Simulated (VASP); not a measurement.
Runs of VASP 6.6.1 on CdTe. It takes space group F-43m (No. 216, cubic). The conventional cell has a = 6.496 Å, b = 6.496 Å, c = 6.496 Å, α = 90.00°, β = 90.00°, γ = 90.00°. Cd (site symmetry -43m) is surrounded by 4 Te at 2.81 Å. Te (site symmetry -43m) has 4 Cd at 2.81 Å as nearest neighbours. 

| task | level | potentials or basis | spin | cell | k mesh | cutoff (eV) | gap on the mesh (eV) | pressure (GPa) |
| --- | --- | --- | --- | --- | --- | --- | --- | --- |
| band structure | r2SCAN | VASP PAW PBE potentials, release 64 (Cd, Te) | off | F-43m, 34.26 Å³/atom | 8 × 8 × 8 | 520 | 1.25 | (a) |
| relaxation of cell and atoms | PBEsol | VASP PAW PBE potentials, release 64 (Cd, Te) | off | relaxed | 8 × 8 × 8 | 600 | 0.64 | 0.0 |
| band structure | TB-mBJ | VASP PAW PBE potentials, release 64 (Cd, Te) | off | F-43m, 34.26 Å³/atom | 8 × 8 × 8 | 520 | 1.80 | - |
| band structure | LDA | VASP PAW LDA potentials, release 64 (Cd, Te) | off | F-43m, 34.26 Å³/atom | 8 × 8 × 8 | 520 | (b) | -1.5 |

Alike in all rows: smearing gaussian 0.03 eV.

**Question.** Fill in the values left out.

**Answer.** (a) 1.3; (b) 0.53.

Caveats: spin-orbit coupling is left out, which moves the levels of the heavy elements; the PAW data sets were made with another functional, which shifts forces and pressure a little (some runs).

A k mesh can miss the band edges, and the runs leave out spin-orbit coupling on Cd, Te.

Runs at the PBE level aren't shown here.
